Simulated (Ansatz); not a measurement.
# Al: the cost of one run

Program: Ansatz 0.2.0. Level of theory: DFT PBE, scalar-relativistic, plane waves, PAW. These are calculated values, not measurements.

This is Al in the bcc structure; at room conditions it is fcc.

3 further runs of the same task are left out: 3 set aside as unsound or not needed.

## Step 1: Starting point

Symmetry: Im-3m, No. 229, cubic system. Conventional cell: a = 3.235 Å, b = 3.235 Å, c = 3.235 Å, α = 90.00°, β = 90.00°, γ = 90.00°. Al (site symmetry m-3m) has 8 Al at 2.80 Å as nearest neighbours.

Structure file:

```cif
data_structure
_symmetry_space_group_name_H-M 'Im-3m'
_symmetry_Int_Tables_number 229
_cell_length_a 3.2350
_cell_length_b 3.2350
_cell_length_c 3.2350
_cell_angle_alpha 90.000
_cell_angle_beta 90.000
_cell_angle_gamma 90.000
_cell_volume 33.86
loop_
_atom_site_label
_atom_site_type_symbol
_atom_site_symmetry_multiplicity
_atom_site_Wyckoff_symbol
_atom_site_fract_x
_atom_site_fract_y
_atom_site_fract_z
_atom_site_occupancy
Al1 Al 2 a 0.00000 0.00000 0.00000 1
```

It goes back to an entry of the Materials Project, which need not be the stable form.

It is built from the cell relaxed beforehand with the same method (16.93 Å³/atom).

## Step 2: The reference: the undisturbed cell on the scan's mesh

input.yaml

```yaml
crystal:
  lattice:
    - [0.0, -3.2350204435, 0.0]
    - [-3.2350204435, 0.0, 0.0]
    - [0.0, 0.0, -3.2350204435]
  atoms:
    - { symbol: Al, position: [0.5, 0.5, 0.5] }
    - { symbol: Al, position: [0.0, 0.0, 0.0] }
basis:
  ecutwfc: 420
kpoints:
  mp_grid: { grid: [10, 10, 10] }
hamiltonian:
  xc: pbe
scf:
  occupations: { method: gaussian, width: 0.15 }
output:
  forces: true
  stress: true
  eigenvalues: true
  write_density: true
  write_potential: true
  elf: true
  volumetric_format: npy
```

The run is started by

```sh
> ansatz run input.yaml --threads 1 --pin off --max-ram 2560MiB --backend cpu --events-out ev --progress --plain --runs-dir out
```

What time and memory should one allow on 1 thread of Intel Xeon Platinum 8259CL at 2.50GHz (Skylake/Cascade Lake), shared host?

About 1.6 s, with a peak of 0.34 GiB.
